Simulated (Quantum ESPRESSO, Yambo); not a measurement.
# Quasiparticle gap of CdTe (F-43m) in Yambo, part 2 of 3

Wanted: ground state, empty states, screening and self-energy for CdTe (F-43m).

Quantum ESPRESSO 7.5 and Yambo 5.3.0; PBE and many-body steps on it, plane waves. Known limits of the many-body steps: not at the basis limit; no spin-orbit coupling; coarse k mesh.

So far. Step 2 (Ground state): The gap is direct, at Γ. Step 3 (Bands along the symmetry lines): The gap is 0.870 eV, as in the run before at this level.

The database entry behind the starting cell differs from later determinations by our own check (an axis about 1.1 % short against later determinations), so it need not match the best structure at ambient conditions.

**4. Empty states on the mesh, 4×4×4 mesh, 171 bands**

Level of this step: DFT, PBE, plane waves, norm-conserving pseudopotentials (Quantum ESPRESSO).

The sums over transitions need many empty states on a uniform mesh; this step solves for them.

The input, pw.in:

```
&control
  calculation = 'nscf'
  prefix = 'x'
  outdir = 'o'
  pseudo_dir = 'pseudo'
/
&system
  ibrav = 0
  nat = 2
  ntyp = 2
  ecutwfc = 94.0
  nbnd = 171
  force_symmorphic = .true.
/
&electrons
  conv_thr = 1e-9
  electron_maxstep = 80
  diago_full_acc = .true.
  diago_thr_init = 5e-6
/
ATOMIC_SPECIES
  Cd 112.41 Cd.upf
  Te 127.6 Te.upf
CELL_PARAMETERS angstrom
  -0.0000000000 3.2050000000 3.2050000000
  3.2050000000 -0.0000000000 3.2050000000
  3.2050000000 3.2050000000 -0.0000000000
ATOMIC_POSITIONS crystal
  Cd 0.0000000000 0.0000000000 0.0000000000
  Te 0.2500000000 0.2500000000 0.2500000000
K_POINTS automatic
  4 4 4 0 0 0
```

The run is started by

```console
$ OMP_NUM_THREADS=1 mpirun -n 4 pw.x -nk 4 -in pw.in > pw.out
```

What it wrote:

```text
[banner, memory and clock lines left out]
Program PWSCF v.7.5 starts

     Atomic positions and unit cell read from directory:
     o/x.save/

     Message from routine setup:
     using ibrav=0 with symmetry is DISCOURAGED, use correct ibrav instead

     G-vector sticks info

     bravais-lattice index     =            0
     lattice parameter (alat)  =       8.5653  a.u.
     unit-cell volume          =     444.3352 (a.u.)^3
     number of atoms/cell      =            2
     number of atomic types    =            2
     number of electrons       =        44.00
     number of Kohn-Sham states=          171
     kinetic-energy cutoff     =      94.0000  Ry
     charge density cutoff     =     376.0000  Ry
     Exchange-correlation= PBE
                           (   1   4   3   4   0   0   0)

     celldm(1)=   8.565287  celldm(2)=   0.000000  celldm(3)=   0.000000
     celldm(4)=   0.000000  celldm(5)=   0.000000  celldm(6)=   0.000000

     crystal axes: (cart. coord. in units of alat)
               a(1) = (  -0.000000   0.707107   0.707107 )
               a(2) = (   0.707107  -0.000000   0.707107 )
               a(3) = (   0.707107   0.707107  -0.000000 )

     reciprocal axes: (cart. coord. in units 2 pi/alat)
               b(1) = ( -0.707107  0.707107  0.707107 )
               b(2) = (  0.707107 -0.707107  0.707107 )
               b(3) = (  0.707107  0.707107 -0.707107 )
     Pseudo is Norm-conserving + core correction, Zval = 20.0
     Generated using ONCVPSP code by D. R. Hamann
     Using radial grid of 1368 points,  6 beta functions with:
     Pseudo is Norm-conserving + core correction, Zval = 24.0
     Generated using ONCVPSP code by D. R. Hamann
     Using radial grid of 1294 points,  8 beta functions with:
     Cd               20.00   112.41000     Cd( 1.00)
     Te               24.00   127.60000     Te( 1.00)

     24 Sym. Ops. (no inversion) found

   Cartesian axes

     site n.     atom                  positions (alat units)
         1        Cd     tau(   1) = (   0.0000000   0.0000000   0.0000000  )
         2        Te     tau(   2) = (   0.3535534   0.3535534   0.3535534  )

     number of k points=     8
                       cart. coord. in units 2pi/alat
        k(    1) = (   0.0000000   0.0000000   0.0000000), wk =   0.0312500
        k(    2) = (   0.1767767   0.1767767  -0.1767767), wk =   0.2500000
        k(    3) = (  -0.3535534  -0.3535534   0.3535534), wk =   0.1250000
[...]
k(    7) = (  -0.7071068   0.0000000   0.0000000), wk =   0.0937500
        k(    8) = (  -0.7071068   0.3535534   0.0000000), wk =   0.1875000

     Dense  grid:    54769 G-vectors     FFT dimensions: (  54,  54,  54)

     The potential is recalculated from file :
     o/x.save/charge-density

     Starting wfcs are   23 randomized atomic wfcs +  148 random wfcs

     Band Structure Calculation

     End of band structure calculation

          k = 0.0000 0.0000 0.0000 (  6855 PWs)   bands (ev):

  -150.0291-100.0567-100.0567-100.0567 -93.4913 -54.5465 -54.5465 -54.5465
   -27.3358 -27.3358 -27.3358 -27.3268 -27.3268  -2.6007   0.3688   0.3688
     0.3688   0.6540   0.6540   8.7674   8.7674   8.7674   9.6374  13.3640
    13.3640  13.3640  16.2716  18.3045  18.3045  18.8519  18.8519  18.8519
[...]
[... 10 further rows ...]
[...]
98.5899  99.7232  99.7232

          k = 0.1768 0.1768-0.1768 (  6838 PWs)   bands (ev):

  -150.0291-100.0567-100.0567-100.0567 -93.4913 -54.5466 -54.5465 -54.5465
[...]
[... 10 further rows ...]
[...]
96.5828  98.7219  98.7219

          k =-0.3536-0.3536 0.3536 (  6850 PWs)   bands (ev):

  -150.0291-100.0567-100.0567-100.0567 -93.4913 -54.5467 -54.5465 -54.5465
[...]
51.3289  52.1754  52.1754  52.7019  54.1226  54.1226  55.0769  55.3052
     [... 10 further rows ...]
    95.7881  96.1819  96.1819  97.0334  97.3389  97.9949  97.9949  98.6990
    98.8234  98.8234  99.0478

          k = 0.3536 0.0000 0.0000 (  6843 PWs)   bands (ev):

     [... further k-points ...]

     highest occupied, lowest unoccupied level (ev):     8.7674    9.6374

     XML data file, pseudopotentials, collected wavefunctions
```

It took 30 s on 4 MPI ranks of Arm Neoverse V1, shared host; peak memory 0.62 GiB; 2 min of CPU time.

This step gave:

| Item | Value |
| --- | --- |
| gap | 0.8701 eV |
| k of the valence top | 0, 0, 0 |
| k of the conduction bottom | 0, 0, 0 |
| least direct gap | 0.8701 eV |
| k points computed | 8 |
| lowest point of the top converged band, above the valence top | 89.9546 eV |

On this mesh the gap is 0.870 eV.

**5. Conversion and set-up**

This step: Yambo 5.3.0; conversion and set-up on PBE, plane waves, norm-conserving pseudopotentials.

The states are converted to the many-body program's format and the q mesh is built.

The run is started by

```console
$ (cd o/x.save; p2y > p2y.log; mv SAVE ../..); yambo > setup.log
```

What it wrote:

```text
 Yambo, version 5.3.0

 [02] CORE Variables Setup
 =========================

  [02.01] Unit cells
  ==================

  Cell kind             :  FCC
  Atoms in the cell     :  Cd  Te
  number of Cd atoms    :  1
  number of Te atoms    :  1

  List of atomic masses
  Mass of Cd    :  112.4100
  Mass of Te    :  127.6000

  List of atomic coordinates    : [cc]
  Cd1       :  0.000000  0.000000  0.000000  order 1
  Te1       :  3.028286  3.028286  3.028286  order 2

  Alat factors          :  6.056572  6.056572  6.056572 [a.u.]
  Direct lattice volume :  444.3352 [a.u.]
  Direct lattice vectors:  A[ 1 ]  A[ 2 ]  A[ 3 ]
   A[ 1 ]: -0.000000  1.000000  1.000000  [iru]
  -0.000000  6.056572  6.056572  [cc]
   A[ 2 ]:  1.000000 -0.000000  1.000000  [iru]
   6.056572 -0.000000  6.056572  [cc]
   A[ 3 ]:  1.000000  1.000000 -0.000000  [iru]
   6.056572  6.056572 -0.000000  [cc]

  Recip. lattice volume :  0.558250 [a.u.]
  Recip. lattice vectors:  B[ 1 ]  B[ 2 ]  B[ 3 ]
   B[ 1 ]: -0.500000  0.500000  0.500000  [iku]
  -0.518708  0.518708  0.518708  [cc]
   B[ 2 ]:  0.500000 -0.500000  0.500000  [iku]
   0.518708 -0.518708  0.518708  [cc]
   B[ 3 ]:  0.500000  0.500000 -0.500000  [iku]
   0.518708  0.518708 -0.518708  [cc]

  [02.02] Symmetries
  ==================

  Inversion symmetry    : yes
  Spatial inversion     : no
  Inversion index       :  25
  K-space Time-reversal : yes
  Magnetic symmetries   : no
  Time-reversal derived K-space symmetries:   25   48
  Group table correct   : yes
  Symmetries units      :  [cc]

   [S  1]:   1.0000     -0.15505E-16 -0.15505E-16 -0.15505E-16   1.0000      0.15505E-16  0.15505E-16  0.15505E-16   1.0000
   [S  2]:  -1.0000      0.15505E-16 -0.15505E-16  0.15505E-16  -1.0000      0.15505E-16 -0.15505E-16 -0.15505E-16   1.0000
   [S  3]:  -1.0000     -0.15505E-16  0.15505E-16  0.15505E-16   1.0000     -0.15505E-16 -0.15505E-16  0.15505E-16  -1.0000
[...]
[S  9]: -0.15505E-16   1.0000     -0.15505E-16  0.15505E-16 -0.15505E-16   1.0000       1.0000      0.15505E-16  0.15505E-16
   [S 10]: -0.15505E-16  -1.0000      0.15505E-16  0.15505E-16  0.15505E-16  -1.0000       1.0000     -0.15505E-16 -0.15505E-16
     [... 36 further rows ...]
   [S*47]:   1.0000     -0.15505E-16  0.15505E-16 -0.15505E-16  0.15505E-16  -1.0000      0.15505E-16   1.0000     -0.15505E-16
   [S*48]:   1.0000      0.15505E-16 -0.15505E-16 -0.15505E-16 -0.15505E-16   1.0000      0.15505E-16  -1.0000      0.15505E-16

  [02.03] Reciprocal space
  ========================

  nG shells         :   469
  nG charge         :   54769
  nG WFs            :   8040
  nC WFs            :   6855
  G-vecs. in first 46 shells:  [ Number ]
     1    9   15   27   51   59   65   89  113
    137   169   181   229   259   283   307   331   339
    387   411   459   531   537   561   609   645   701
[...]
1639
  ...
[...]
K/Q-points units:
  rlu = crystal or reduced units; cc = cartesian coordinates; iku = interal k-units

  K [1]          [rlu]:  0.000000  0.000000  0.000000
         WF components:   6855
  K [2]          [rlu]: -0.91950E-18 -0.91950E-18  0.25000
         WF components:   6838
  K [3]          [rlu]:  0.18390E-17  0.18390E-17 -0.50000
         WF components:   6850
  K [4]          [rlu]:  0.93911E-17  0.25000      0.25000
         WF components:   6843
  K [5]          [rlu]:  0.27585E-17  0.25000     -0.50000
         WF components:   6840
  [... 2 further k-points ...]
  K [8]          [rlu]:  0.250000 -0.500000 -0.250000
         WF components:   6844

  [02.05] Energies & Occupations
  ==============================

  [X] === General ===
  [X] Electronic Temperature                        :  0.000000  0.000000 [eV K]
  [X] Bosonic    Temperature                        :  0.000000  0.000000 [eV K]
  [X] Finite Temperature mode                       : no
  [X] El. density                                   :  0.66825E+24 [cm-3]
  [X] Fermi Level                                   :  8.767355 [eV]

  [X] === Gaps and Widths ===
  [X] Conduction Band Min                           :  0.870059 [eV]
  [X] Valence Band Max                              :  0.000000 [eV]
  [X] Filled Bands                                  :  22
  [X] Empty Bands                                   :   23  171
  [X] Direct Gap                                    :  0.870059 [eV]
  [X] Direct Gap localized at k                     :  1
  [X] Indirect Gap                                  :  0.870059 [eV]
  [X] Indirect Gap between kpts                     :  1  1
  [X] Last valence band width                       :  2.333765 [eV]
  [X] 1st conduction band width                     :  3.502416 [eV]

  E @ K [1]:  [eV]
  -158.7964 -108.8240 -108.8240 -108.8240 -102.2587  -63.3139  -63.3139  -63.3139
  -36.10317 -36.10317 -36.10317 -36.09420 -36.09420 -11.36809  -8.39856  -8.39856
   -8.3986      -8.1134      -8.1134     -0.35573E-09 -0.18909E-09   0.0000      0.87006       4.5967
[...]
occ @ K [1]
[...]
E @ K [2]:  [eV]
[...]
occ @ K [2]
[...]
E @ K [3]:  [eV]
[...]
occ @ K [3]
[...]
E @ K [4]:  [eV]
[...]
occ @ K [4]
[...]
E @ K [5]:  [eV]
[...]
occ @ K [5]
[...]
[... 2 further k-points ...]
  E @ K [8]:  [eV]
[...]
occ @ K [8]
[...]
0.000000  0.000000  0.000000  0.000000  0.000000  0.000000  0.000000  0.000000
   0.000000  0.000000  0.000000  0.000000  0.000000  0.000000  0.000000  0.000000

 [03] Transferred momenta grid and indexing
 ==========================================

 IBZ Q-points                                      :   8
 BZ  Q-points                                      :   64

 K/Q-points units:
 rlu = crystal or reduced units; cc = cartesian coordinates; iku = interal k-units

 Q [1]          [rlu]:  0.000000  0.000000  0.000000
 Q [2]          [rlu]: -0.91950E-18 -0.91950E-18  0.25000
 Q [3]          [rlu]:  0.18390E-17  0.18390E-17 -0.50000
[...]
Q [7]          [rlu]: -0.18782E-16 -0.50000     -0.50000
 Q [8]          [rlu]:  0.250000 -0.500000 -0.250000

  [03.01] X indexes
  =================

   [03.01.01] Sigma indexes
   ========================

 [06] Game Over & Game summary
```

The job ended after 3.6 s (1 MPI rank; peak memory 0.26 GiB).

(Part 2 of 3 ends here.)

[Paths, hosts, dates, memory and timing lines, banners, echoed tables and standing remarks are left out of the program output.]

[Logs are printed without paths, hosts, clocks, repeated set-up lines and the standing remarks that a program may print on its own settings, such as how far it seeks lower states.]

[Runs of the session that timed out or met a known fault of the program may be left out.]

[Hosts, paths, dates, database ids (printed as entryN), source tags and the programs' standing remarks are cut or masked in the printed files.]
